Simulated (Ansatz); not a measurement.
The reference is GeO2 (space group P3_121, No. 152; a = 5.0935 Å, c = 5.7677 Å). Axes: x lies along a and z along c of the hexagonal cell.

Level of theory: PBE, PAW, 420 eV (Ansatz, a quantum-chemistry and plane-wave program; no spin-orbit coupling).

Modification: an isotropic linear strain of −1.45 %, atoms relaxed at fixed cell.

Q: Predict the stress tensor and what it implies for the stiffness.

A: Stress of the strained cell less that of the base (GPa, compression positive):
```
   1.61    0.00    0.00
   0.00    1.61    0.00
   0.00    0.00    2.27
```

Then B = −ΔP/(ΔV/V₀) with ΔV/V₀ = -0.0429 gives secant stiffness values (nonlinear terms included at this strain): B (at held cell shape, above the free-shape value) ≈ 43 GPa.

Stability against distortions was not tested.
